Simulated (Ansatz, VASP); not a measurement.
This is a calculation of TiPt3 for VASP 6.6.1.

File INCAR:

```
PREC = Accurate
ENCUT = 520
EDIFF = 1E-6
ISMEAR = -1
SIGMA = 0.05
LREAL = F
LASPH = T
NELM = 80
ALGO = Normal
ISIF = 2
LWAVE = F
LCHARG = T
LELF = T
LVHAR = T
NBANDS = 29
```

File KPOINTS:

```
regular mesh
0
Gamma
  7 7 7
```

Contents of POSCAR:

```
TiPt3
1.0
    3.9734311690      0.0000000000      0.0000000000
    0.0000000000      3.9734311690      0.0000000000
    0.0000000000      0.0000000000      3.9734311690
Pt Ti
3 1
Direct
    0.5000000000      0.5000000000      0.0000000000
    0.5000000000      0.0000000000      0.5000000000
    0.0000000000      0.5000000000      0.5000000000
    0.0000000000      0.0000000000      0.0000000000
```

Potentials or basis: VASP PAW LDA potentials, release 64 (Pt, Ti_sv).

Run with:

```sh
$ cat potpaw_LDA.64/Pt/POTCAR potpaw_LDA.64/Ti_sv/POTCAR > POTCAR
$ mpirun -np 1 vasp_std > vasp.out
```

Q: Set up the same calculation for Ansatz 0.2.0. Potentials there: all-electron LAPW, scalar-relativistic.

A: As run (the cutoff follows the program's own potentials):

File input.yaml:

```yaml
crystal:
  lattice:
    - [3.973431169, 0.0, 0.0]
    - [0.0, 3.973431169, 0.0]
    - [0.0, 0.0, 3.973431169]
  atoms:
    - { symbol: Pt, position: [0.5, 0.5, 0.0] }
    - { symbol: Pt, position: [0.5, 0.0, 0.5] }
    - { symbol: Pt, position: [0.0, 0.5, 0.5] }
    - { symbol: Ti, position: [0.0, 0.0, 0.0] }
kpoints:
  mp_grid: { grid: [7, 7, 7] }
scf:
  occupations: { method: fermi_dirac, width: 0.05 }
hamiltonian:
  xc: lda
  pseudopotentials: { kind: all_electron, lapw: { basis_error: 0.002 } }
output:
  forces: true
  stress: true
  eigenvalues: true
```

Potentials or basis: all-electron LAPW, scalar-relativistic.

Launch:

```console
$ ansatz run input.yaml --threads 2 --pin off --max-ram 8192MiB --backend cpu --events-out ev --progress --plain --runs-dir out
```

Both were run:

|  | VASP | Ansatz | Ansatz less VASP |
| --- | --- | --- | --- |
| gap on the k mesh at the Fermi level (eV) | none | none | - |
| pressure (GPa) | -17.5 | -17.9 | -0.49 |

A gap of «none» marks a metal or a gap that the smearing closes. Ansatz ran all-electron here, so the differences hold the error of VASP's frozen core and of both bases.

Caveats: so large a pressure means that the cell lies far from this level's equilibrium, or that cutoff or potentials fall short (VASP). The runs have no spin-orbit coupling, so splittings on Pt are missing.
